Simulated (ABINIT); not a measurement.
# AlN (P6_3mc): G0W0 in ABINIT against the k mesh

Wanted: the cheapest k mesh that holds the gap of AlN (P6_3mc).

Main program and level: ABINIT 10.8.3; PBE and many-body steps on it, plane waves.

This is a report of a sequence of runs, with most program output left out.

The database entry behind the starting cell differs from later determinations by our own check (inner coordinate u about 0.002 short), so it need not match the best structure at ambient conditions.

### Step 1. The structure

It takes space group P6_3mc (No. 186, hexagonal). Conventional cell: a = 3.113 Å, b = 3.113 Å, c = 4.981 Å, α = 90.00°, β = 90.00°, γ = 120.00°. Nearest to Al lie 4 N at 1.89 Å. N has 4 Al at 1.89 Å nearest. Farther neighbours and most contacts between anions are not listed.

The cell and positions come from the Crystallography Open Database and are kept as given unless a step says otherwise.

### Step 2. Empty states on the mesh, 6×6×4 mesh, 284 bands

This step: ABINIT 10.8.3; DFT, PBE, plane waves, norm-conserving pseudopotentials.

The sums over transitions need many empty states on a uniform mesh; this step solves for them.

File run.abi:

```
acell 3*1.0 Angstrom
rprim 
  3.113000000011 -0.000000000003 0.000000000000
  -1.556500000003 2.695937081992 0.000000000000
  0.000000000000 0.000000000000 4.981000000000
ntypat 2
znucl 13 7
natom 4
typat 1 1 2 2
xred 
  0.333333333333 0.666666666667 0.000000000000
  0.666666666667 0.333333333333 0.500000000000
  0.333333333333 0.666666666667 0.380000000000
  0.666666666667 0.333333333333 0.880000000000
pp_dirpath "pseudos"
pseudos "Al.upf, N.upf"
ecut 36
ngkpt 6 6 4
nshiftk 1
shiftk 0 0 0
kptopt 1
chksymbreak 0
irdden 1
istwfk *1
nband 284
prtvol 0
optdriver 6
gwr_task "HDIAGO"
paral_kgb 0
occopt 1
indata_prefix "in"
outdata_prefix "out"
tmpdata_prefix "tmp"
```

Started as:

```console
$ OMP_NUM_THREADS=1 mpirun -n 4 abinit run.abi > log
```

It took 1.7 min on 4 MPI ranks of Intel Xeon Platinum 8375C at 2.90GHz (Ice Lake), shared host; peak memory 2.1 GiB; 6.7 min of CPU time.

This step gave:

```yaml
gap: 4.220 eV
k_of_the_valence_top: 0, 0, 0
k_of_the_conduction_bottom: 0, 0, 0
least_direct_gap: 4.220 eV
k_points_computed: 21
lowest_point_of_the_top_converged_band_above_the_valence_top: 181.8091 eV
```

On this mesh the gap is 4.220 eV.

The density comes from a self-consistent run that is not shown.

### Step 3. Empty states on the mesh, 3×3×2 mesh, 83 bands

run.abi, as its differences from that of step 2:

```diff
@@ -17,3 +17,3 @@
 ecut 36
-ngkpt 6 6 4
+ngkpt 3 3 2
 nshiftk 1
@@ -24,3 +24,3 @@
 istwfk *1
-nband 284
+nband 83
 prtvol 0
```

Wall time 27 s (4 MPI ranks); peak memory 2.1 GiB; 1.8 min of CPU time.

This step gave:

| Property | Result |
| --- | --- |
| gap | 4.220 eV |
| k of the valence top | 0, 0, 0 |
| k of the conduction bottom | 0, 0, 0 |
| least direct gap | 4.220 eV |
| k points computed | 6 |
| lowest point of the top converged band, above the valence top | 68.3986 eV |

On this mesh the gap is 4.220 eV.

### Step 4. Empty states on the mesh, 9×9×6 mesh, 83 bands

run.abi, as its differences from that of step 3:

```diff
@@ -17,3 +17,3 @@
 ecut 36
-ngkpt 3 3 2
+ngkpt 9 9 6
 nshiftk 1
```

Wall time 2.7 min (4 MPI ranks); peak memory 2.1 GiB.

This step gave:

| Item | Value |
| --- | --- |
| gap | 4.220 eV |
| k of the valence top | 0, 0, 0 |
| k of the conduction bottom | 0, 0, 0 |
| least direct gap | 4.220 eV |
| k points computed | 48 |
| lowest point of the top converged band, above the valence top | 67.6349 eV |

On this mesh the gap is 4.220 eV.

### Step 5. Screening, 3×3×2 mesh, 75 bands, screening to 163.3 eV

The RPA dielectric matrix is built and inverted for each q.

This step: RPA screening on PBE, plane waves, norm-conserving pseudopotentials.

run.abi, as its differences from that of step 4:

```diff
@@ -17,3 +17,3 @@
 ecut 36
-ngkpt 9 9 6
+ngkpt 3 3 2
 nshiftk 1
@@ -22,10 +22,11 @@
 chksymbreak 0
-irdden 1
 istwfk *1
-nband 83
-prtvol 0
-optdriver 6
-gwr_task "HDIAGO"
-paral_kgb 0
 occopt 1
+irdwfk 1
+optdriver 3
+nband 75
+ecuteps 6
+inclvkb 2
+awtr 1
+symchi 1
 indata_prefix "in"
```

It took 5 s on 4 MPI ranks; peak memory 0.47 GiB; 19 s of CPU time.

This step gave:

```yaml
eps_infinity_with_local_fields_on_this_mesh_along_the_program_s_q_direction: 4.907
the_same_without_local_fields: 5.388
plasma_frequency: 22.97 eV
plane_waves_in_the_screening_matrix: 197
```

Local fields lower ε∞ by 9 %. On a Γ-centred mesh this coarse the value itself is usually too large, while a short band sum pulls it down.

### Step 6. 3×3×2

This step: G0W0 on PBE, plane waves, norm-conserving pseudopotentials.

run.abi, as its differences from that of step 5:

```diff
@@ -25,8 +25,15 @@
 irdwfk 1
-optdriver 3
+optdriver 4
 nband 75
+gwcalctyp 0
+ecutsigx 36
+symsigma 1
+nkptgw 1
+kptgw 
+  0.0000000000 0.0000000000 0.0000000000
+bdgw 
+  6 10
 ecuteps 6
-inclvkb 2
-awtr 1
-symchi 1
+irdscr 1
+ppmodel 1
 indata_prefix "in"
```

Wall time 3.3 s (4 MPI ranks); peak memory 0.45 GiB; 12 s of CPU time.

This step gave:

| Quantity | Value |
| --- | --- |
| G0W0 gap on the points computed | 5.419 eV |
| starting gap on the mesh | 4.220 eV |
| k of the valence top | 0, 0, 0 |
| k of the conduction bottom | 0, 0, 0 |
| Z at the valence top | 0.792 |
| Z at the conduction bottom | 0.818 |
| least direct G0W0 gap on the computed points | 5.419 eV |

### Step 7. Screening, 6×6×4 mesh, 75 bands, screening to 163.3 eV

This step: RPA screening on PBE, plane waves, norm-conserving pseudopotentials.

run.abi, as its differences from that of step 6:

```diff
@@ -17,3 +17,3 @@
 ecut 36
-ngkpt 3 3 2
+ngkpt 6 6 4
 nshiftk 1
@@ -25,15 +25,8 @@
 irdwfk 1
-optdriver 4
+optdriver 3
 nband 75
-gwcalctyp 0
-ecutsigx 36
-symsigma 1
-nkptgw 1
-kptgw 
-  0.0000000000 0.0000000000 0.0000000000
-bdgw 
-  6 10
 ecuteps 6
-irdscr 1
-ppmodel 1
+inclvkb 2
+awtr 1
+symchi 1
 indata_prefix "in"
```

Wall time 68 s (4 MPI ranks); peak memory 0.92 GiB.

Numbers from this step:

| Property | Result |
| --- | --- |
| ε∞ with local fields, on this mesh, along the program's q direction | 4.213 |
| the same without local fields | 4.639 |
| plasma frequency | 22.97 eV |
| plane waves in the screening matrix | 197 |

### Step 8. 6×6×4

The self-energy is evaluated for the states that the input lists, and the levels follow from it, in one-shot runs by the linearised quasiparticle equation.

This step: G0W0 on PBE, plane waves, norm-conserving pseudopotentials.

run.abi, as its differences from that of step 7:

```diff
@@ -25,8 +25,15 @@
 irdwfk 1
-optdriver 3
+optdriver 4
 nband 75
+gwcalctyp 0
+ecutsigx 36
+symsigma 1
+nkptgw 1
+kptgw 
+  0.0000000000 0.0000000000 0.0000000000
+bdgw 
+  6 10
 ecuteps 6
-inclvkb 2
-awtr 1
-symchi 1
+irdscr 1
+ppmodel 1
 indata_prefix "in"
```

Elapsed: 7.8 s, on 4 MPI ranks; peak memory 0.8 GiB.

Numbers from this step:

* G0W0 gap on the points computed: 5.513 eV
* starting gap on the mesh: 4.220 eV
* k of the valence top: 0, 0, 0
* k of the conduction bottom: 0, 0, 0
* Z at the valence top: 0.79
* Z at the conduction bottom: 0.819
* least direct G0W0 gap on the computed points: 5.513 eV

The gap on the mesh goes from 4.22 eV to 5.51 eV, a correction of +1.29 eV.

### Step 9. Screening, 9×9×6 mesh, 75 bands, screening to 163.3 eV

This step: RPA screening on PBE, plane waves, norm-conserving pseudopotentials.

run.abi, as its differences from that of step 8:

```diff
@@ -17,3 +17,3 @@
 ecut 36
-ngkpt 6 6 4
+ngkpt 9 9 6
 nshiftk 1
@@ -25,15 +25,8 @@
 irdwfk 1
-optdriver 4
+optdriver 3
 nband 75
-gwcalctyp 0
-ecutsigx 36
-symsigma 1
-nkptgw 1
-kptgw 
-  0.0000000000 0.0000000000 0.0000000000
-bdgw 
-  6 10
 ecuteps 6
-irdscr 1
-ppmodel 1
+inclvkb 2
+awtr 1
+symchi 1
 indata_prefix "in"
```

Run time: 7.7 min. Hardware: 4 MPI ranks; peak memory 1.8 GiB.

This step gave:

```yaml
eps_infinity_with_local_fields_on_this_mesh_along_the_program_s_q_direction: 4.181
the_same_without_local_fields: 4.605
plasma_frequency: 22.97 eV
plane_waves_in_the_screening_matrix: 197
```

### Step 10. 9×9×6

This step: G0W0 on PBE, plane waves, norm-conserving pseudopotentials.

run.abi, as its differences from that of step 9:

```diff
@@ -25,8 +25,15 @@
 irdwfk 1
-optdriver 3
+optdriver 4
 nband 75
+gwcalctyp 0
+ecutsigx 36
+symsigma 1
+nkptgw 1
+kptgw 
+  0.0000000000 0.0000000000 0.0000000000
+bdgw 
+  6 10
 ecuteps 6
-inclvkb 2
-awtr 1
-symchi 1
+irdscr 1
+ppmodel 1
 indata_prefix "in"
```

Wall time 11 s (4 MPI ranks); peak memory 1.6 GiB.

This step gave:

* G0W0 gap on the points computed: 5.508 eV
* starting gap on the mesh: 4.220 eV
* k of the valence top: 0, 0, 0
* k of the conduction bottom: 0, 0, 0
* least direct G0W0 gap on the computed points: 5.508 eV

Against the run before, the gap moves by −0.005 eV.

### Step 11. Side by side

Times are wall times on 4 MPI ranks of Intel Xeon Platinum 8375C at 2.90GHz (Ice Lake), shared host, good to a factor of about two. A run's time includes the screening step that it read.

| run | mesh | bands | screening cutoff (eV) | DFT gap (eV) | gap on the mesh (eV) | direct (eV) | ε∞ used | time |
| --- | --- | --- | --- | --- | --- | --- | --- | --- |
| 3×3×2 | 3×3×2 | 75 | 163.3 | 4.220 | 5.419 | 5.419 | 4.91 | 8.2 s |
| 6×6×4 | 6×6×4 | 75 | 163.3 | 4.220 | 5.513 | 5.513 | 4.21 | 76 s |
| 9×9×6 | 9×9×6 | 75 | 163.3 | 4.220 | 5.508 | 5.508 | 4.18 | 7.9 min |

### Step 12. What came out

| Item | Value |
| --- | --- |
| 3×3×2 | 5.419 eV |
| 6×6×4 | 5.513 eV |
| 9×9×6 | 5.508 eV |
| known limits | not at the basis limit; coarse k mesh |

In words: The setting moved: k mesh. From 3×3×2 to 9×9×6 the gap moves by +0.09 eV, for 58 times the time. It holds to 0.03 eV from 6×6×4 on. Bands and screening cutoff are coupled, so a series along one setting does not show full convergence. Bands and cutoff are finite, so the gap is not at the basis limit. The miss can reach some tenths of an eV and take either sign; the mesh is an error of its own. In the G0W0 runs levels were corrected at 1 k point alone, so a gap called «on the mesh» is the least over those, and an edge elsewhere would be missed. The 3×3×2 mesh is coarse for this cell, which bears on the long-range parts of exchange and screening.

[Paths, hosts, dates, memory and timing lines, banners, echoed tables and standing remarks are left out of the program output.]

[Logs are printed without paths, hosts, clocks, repeated set-up lines and the standing remarks that a program may print on its own settings, such as how far it seeks lower states.]

[Runs of the session that timed out or met a known fault of the program may be left out.]

[Hosts, paths, dates, database ids (printed as entryN), source tags and the programs' standing remarks are cut or masked in the printed files.]

[G0W0 gaps are taken among the corrected bands and points alone; a level outside them can change the order at an edge.]

[Where Ansatz stands beside ABINIT at settings called matched, ABINIT's density can come from a denser mesh and the files from another edition; pairs whose starting gaps differed by over 0.03 eV were left out, so agreement reads better than it is.]
